Near the volume at which a crystal rests, the energy needed to change that volume grows as the square of the change. The pressure is the slope of the energy, so it grows in simple proportion: twice the squeeze takes twice the pressure and four times the work. By the same argument, a small stretch needs as much pull as an equal squeeze needs push. Layered MoS2 departs from this symmetry within a few percent of volume change. One further term restores good estimates, and the arithmetic still fits on the back of an envelope.

Ansatz 0.2.0, PBE+D3(BJ) with PAW and no spin polarization, for layered MoS2 (space group R3m, 3 atoms per primitive cell). The plane-wave cutoff is 420 eV, the k mesh 12×12×12 and the Gaussian smearing 0.02 eV. At each fixed volume, the cell shape and atomic positions are relaxed, with a force tolerance of 0.01 eV/Å; positive pressure means compression.

```
volume (relaxed cell) (Å³/atom)  c/a (relaxed cell)  shortest distance (relaxed cell) (Å)  energy over elements (eV/atom)  pressure (GPa)
                         15.144              5.3832                                 2.366                          -0.876          10.840
                         15.661              5.4411                                 2.377                          -0.905           6.990
                         16.177              5.5133                                 2.385                          -0.922           3.970
                         16.693              5.6012                                 2.394                          -0.931           1.670
                         17.726              5.8191                                 2.404                          -0.932          -1.160
                         18.242              5.9528                                 2.407                          -0.927          -1.850
                         18.930              6.1491                                 2.408                          -0.918          -2.290
```

Each row is the same layered crystal held at a fixed volume per atom, while the shape of the cell and the positions of the atoms adjust. A positive pressure means that the crystal must be squeezed to stay at that volume, a negative one that it must be pulled. Squeezing it to 0.88 of its resting volume takes 10.84 GPa, but stretching it to 1.10 of that volume takes a pull of only 2.29 GPa. The two changes are similar in size, and the two pressures differ by more than a factor of four.

The lopsidedness comes from a stiffness that changes along the series. Stiffness here means the rise in pressure divided by the relative loss of volume. Between the two smallest cells it is about 115 GPa, and between the two largest about 12 GPa. It falls at every step in between, so no single spring constant can describe the whole range.

The shape of the cell shows where the softness sits. The ratio c/a compares the height of the conventional cell, which spans three layers, with its in-plane edge, and together with the volume it fixes both lengths. From the smallest to the largest cell the in-plane edge grows by 3%, whereas the layer repeat, the distance from one layer to the next, grows by 18%. The crystal changes volume mainly by changing its height.

A little geometry narrows this down further. In a layer of MoS2 each sulfur atom sits sideways from its molybdenum neighbour by the in-plane edge a divided by √3. If the six Mo-S contacts of length d are taken as equal, the distance between the two sulfur planes of one layer is

t = 2 √(d² − a²/3)

For the smallest cell, with d = 2.366 Å and a = 3.081 Å, this gives 3.12 Å. For the largest, with d = 2.408 Å and a = 3.175 Å, it gives 3.12 Å again.

The layer therefore keeps its thickness between the two ends of the series, and the change in the repeat lies in the empty gap between layers. Subtracting the thickness from the layer repeat, the gap opens from about 2.4 to 3.4 Å. The material behaves like a stack of firm plates with soft pads between them.

Standard bonding physics explains why such a pad stiffens when it is squeezed. Inside a layer, molybdenum and sulfur are held by strong bonds. Across the gap, sulfur faces sulfur, and the layers are held together mainly by the weak dispersion attraction. When the gap closes, the electron clouds of the facing sulfur atoms overlap more, and their repulsion rises steeply, roughly exponentially with decreasing distance. When the gap opens, the repulsion dies away and leaves a weak attraction that offers little resistance.

The numbers agree with this picture when the give of the crystal is divided between its directions. Between the two largest cells, 92% of the relative volume change goes into the layer repeat; divided by the stiffness of 12 GPa, that is nearly 8% of height per gigapascal. Between the two smallest cells the same division, 55% by 115 GPa, leaves only about 0.5% per gigapascal. The area of the layers gives by about 0.7% per gigapascal in the first of these steps and about 0.4% in the second. So it is the pad that changes its character, while the plates change far less. Even in the smallest cells the pad is still the softer part. With the thickness of the layer taken out of the height, the gap itself gives by about 1% per gigapascal there, against about 0.2% for the in-plane edge, so the pad remains roughly five times softer. The plates nevertheless take 45% of the volume change in that step, because they give in two directions and the pad in only one, and because the gap makes up less than half of the height.

A rule of thumb must therefore allow the stiffness to grow with the squeeze. Let V be the volume per atom, V0 the resting volume, and h the strain, counted positive for a squeeze. Strictly h is the natural logarithm of V0/V, but over this range it can be replaced by the difference of the two volumes divided by their mean:

h ≈ 2 (V0 − V)/(V0 + V)

The energy cost per atom is then written as the usual square term plus a cube term:

E = V0 (B h²/2 + C h³/3)

The cube term is what tells a squeeze from a stretch, since it changes sign with h. The pressure is minus the slope of the energy with volume, which gives

P = (V0/V) (B h + C h²)

The constant B is the stiffness at rest, and C says how fast the crystal hardens. A least-squares fit to the pressures of the seven rows, with V0 varied along with the other two, gives values that round to V0 = 17.2 Å³ per atom, B = 47 GPa and C = 220 GPa. The resting volume falls between two rows, where the pressure changes sign.

Take the squeezed cell at 15.661 Å³ per atom. The volumes differ by 1.539 Å³ and their mean is 16.43 Å³, so h = 0.0937. The rest is one line:

P = (17.2/15.661) × (47 × 0.0937 + 220 × 0.0937²) = 1.098 × (4.40 + 1.93) ≈ 6.95 GPa

The full calculation gives 6.99 GPa. Nearly a third of the estimate comes from the second term, the hardening of the crystal under the squeeze.

The work stored in the same cell follows from the same constants. Since 160 GPa equals 1 eV/Å³,

E = 17.2 × (47 × 0.0937²/2 + 220 × 0.0937³/3)/160 ≈ 0.029 eV per atom

The table lists energies relative to the elements, and on that scale the bottom of the curve lies at −0.934 eV per atom, the value that best matches the rule to the seven energies. The row at −0.905 eV is 0.029 eV above it, as estimated.

Now take the stretched cell at 18.242 Å³ per atom. Here h is negative, −0.0588, and the two terms oppose each other:

P = (17.2/18.242) × (−47 × 0.0588 + 220 × 0.0588²) = 0.943 × (−2.76 + 0.76) ≈ −1.89 GPa

The calculation gives −1.85 GPa. Without the second term the estimate would be a pull of 2.6 GPa, about 40% too strong. The same term that adds to the pressure on squeezing takes away from the pull on stretching, and this is most of the lopsidedness. For equal strains the factor V0/V, which is above one on squeezing and below one on stretching, supplies the rest. The two end rows differ further because their strains are unequal, h = 0.127 against −0.096.

Both worked rows were part of the fit, so their agreement shows how well the rule sums up the table, not how well it predicts. Over the seven rows the rule stays within about 2% of the computed pressure. A fairer measure comes from leaving out each row in turn and predicting it from the other six, which gives a typical error of 0.03 GPa. Figures this small should not be pressed, because the relaxed cells still carry stresses that differ by up to about 0.1 GPa between the in-plane and stacking directions. The energies are met to within 1 meV per atom. They are not an independent test, because pressure is the slope of energy, but they show that the two columns belong to one curve.

A good fit does not by itself point to the gap as the cause. A different formula, a Morse-type law written in the layer repeat instead of the volume, also has three constants and also follows the pressures closely, though with about twice the misfit. The case for the gap rests on the geometry, where the layers keep their thickness while the space between them opens. The volume rule has the practical advantage that it needs no knowledge of the shape of the cell.

On the stretched side the rule ends almost where the table does. Its pull reaches a maximum at about 19.0 Å³ per atom, just beyond the last row, and falls back to zero near 21.3 Å³. There the formula has lost touch with the physics, because layers that have been drawn apart still attract each other, ever more weakly. The real pull must also pass through a maximum before it dies away, but no row shows where, so the peak of the formula should not be read as the strength of the crystal.

On the squeezed side no row tests the rule beyond the smallest cell, and there is a reason not to trust it much further. The electronic gap, the energy that separates filled from empty states, shrinks as the crystal is squeezed, from about 1.2 eV in the largest cell to about 0.3 eV in the smallest. This gap is indirect and shrinks evenly from row to row, and the direct gap on the mesh stays at 1.6 eV or more, so a crossing of bands between the sampled points of the two smallest cells is unlikely, though the mesh cannot strictly exclude it. If the trend goes on, further squeezing closes the gap, and no row shows whether the pressure then continues the same curve. The relaxations also kept the R3m symmetry, so a sliding or restacking of the layers under pressure could not appear. PBE usually makes gaps too small, so in a real crystal this change may come later than the calculation suggests. The rule should stop where the table does, at 0.88 of the resting volume.

The resting volume deserves the most care of the three constants. An error of 1% in V0 shifts the estimated pressure by about 0.5 GPa near rest, since B is 47 GPa, and by more under a squeeze. The value used here belongs to a density functional with an added dispersion term, which strongly affects the spacing of the layers, and to a crystal without thermal or zero-point motion. For a real sample it is reasonable to insert its own measured resting volume and keep B and C as a first estimate. These two also depend on the functional and on temperature, and the table does not test the transfer.

The ratio of C to B is the number to compare between different kinds of solid, because it tells how quickly a crystal hardens relative to its stiffness at rest. In MoS2 it is close to 5. In a compact solid with similar bonds in all directions, such as rock salt, there is no soft pad to close, and the ratio is typically much lower, roughly 1 to 2. Squeeze and stretch are then much more alike, and the first term alone is good to about 10% for changes of up to 5%. Other crystals of firm layers held together by weak forces can be expected to lie nearer to MoS2, though this table does not test them.

For daily use the rule can be put in percent. Let x be the squeeze, the volume difference as a percentage of the mean volume, with a minus sign for a stretch. The pressure in GPa is then 0.47 x + 0.022 x², multiplied by V0/V. A squeeze of 5% takes about 3 GPa and a stretch of 5% a pull of about 1.7 GPa. Keep x between −9.6 and +12.7, the range of the table.
